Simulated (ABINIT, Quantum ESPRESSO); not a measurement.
This is a calculation of Te2Mo for ABINIT 10.8.3 (patched build). 

File run.abi:

```
pp_dirpath "./"
pseudos "Te.GGA_PBE-JTH.xml, Mo.GGA_PBE-JTH.xml"

acell 3*1.0 Angstrom
rprim
     3.5182000000     0.0000000000     0.0000000000
    -1.7591000000     3.0468505756     0.0000000000
     0.0000000000     0.0000000000    13.9736000000
ntypat 2
znucl 52 42
natom 6
typat 1 1 1 1 2 2
xcart
     1.7591000002     1.0156168584     5.2959944000
    -0.0000000002     2.0312337172    12.2827944000
     1.7591000002     1.0156168584     1.6908056000
    -0.0000000002     2.0312337172     8.6776056000
     1.7591000002     1.0156168584    10.4802000000
    -0.0000000002     2.0312337172     3.4934000000 Angstrom

ecut 15.0
pawecutdg 30.0
pawxcdev 0

kptopt 1
ngkpt 9 9 2
nshiftk 1
shiftk 0.0 0.0 0.0

ixc 11

nband 32
occopt 3
tsmear 0.00183747

nstep 100
tolvrs 1.0e-9

iomode 3
prtwf 0
prtden 0
prteig 0
prtebands 0
enunit 2
```

Potentials or basis: JTH PAW PBE v2.0.

Command:

```console
$ abinit run.abi > log 2>&1
```

Q: Translate it to Quantum ESPRESSO 7.5. Potentials or basis there: SSSP 1.3 efficiency PBE, cutoff 816 eV.

A: As run (cutoffs and basis follow the program's own potentials, and thresholds, step limits or extra output files can differ):

The input pw.in:

```
&CONTROL
  calculation = 'scf'
  prefix = 'pwscf'
  outdir = './tmp'
  pseudo_dir = './pseudo'
  tprnfor = .true.
  tstress = .true.
  disk_io = 'low'
/
&SYSTEM
  ibrav = 0
  nat = 6
  ntyp = 2
  ecutwfc = 60
  ecutrho = 440
  nbnd = 36
  occupations = 'smearing'
  smearing = 'fd'
  degauss = 0.00367493
/
&ELECTRONS
  conv_thr = 1.2d-09
  electron_maxstep = 120
  mixing_beta = 0.5
/
ATOMIC_SPECIES
Te   127.6000 Te_pbe_v1.uspp.F.UPF
Mo    95.9500 Mo_ONCV_PBE-1.0.oncvpsp.upf
CELL_PARAMETERS angstrom
   3.5182000000    0.0000000000    0.0000000000
  -1.7591000000    3.0468505756    0.0000000000
   0.0000000000    0.0000000000   13.9736000000
ATOMIC_POSITIONS crystal
Te     0.6666666667    0.3333333333    0.3790000000
Te     0.3333333333    0.6666666667    0.8790000000
Te     0.6666666667    0.3333333333    0.1210000000
Te     0.3333333333    0.6666666667    0.6210000000
Mo     0.6666666667    0.3333333333    0.7500000000
Mo     0.3333333333    0.6666666667    0.2500000000
K_POINTS automatic
9 9 2 0 0 0
```

The input pp_density.in:

```
&INPUTPP
  prefix = 'pwscf'
  outdir = './tmp'
  filplot = 'density.dat'
  plot_num = 0
/
&PLOT
  nfile = 1
  filepp(1) = 'density.dat'
  iflag = 3
  output_format = 6
  fileout = 'density.cube'
/
```

The input pp_potential.in:

```
&INPUTPP
  prefix = 'pwscf'
  outdir = './tmp'
  filplot = 'potential.dat'
  plot_num = 11
/
&PLOT
  nfile = 1
  filepp(1) = 'potential.dat'
  iflag = 3
  output_format = 6
  fileout = 'potential.cube'
/
```

Potentials or basis: SSSP 1.3 efficiency PBE.

Command:

```console
$ OMP_NUM_THREADS=1 mpirun -n 2 pw.x -nk 2 -in pw.in > pw.out
$ OMP_NUM_THREADS=1 mpirun -n 1 pp.x -in pp_density.in > pp_density.out
$ OMP_NUM_THREADS=1 mpirun -n 1 pp.x -in pp_potential.in > pp_potential.out
```

Both were run:

|  | ABINIT | Quantum ESPRESSO |
| --- | --- | --- |
| Pressure | 3.8 GPa | 3.8 GPa |
| Largest force | 0.299 eV/Å | 0.299 eV/Å |

Pressure is positive in compression.
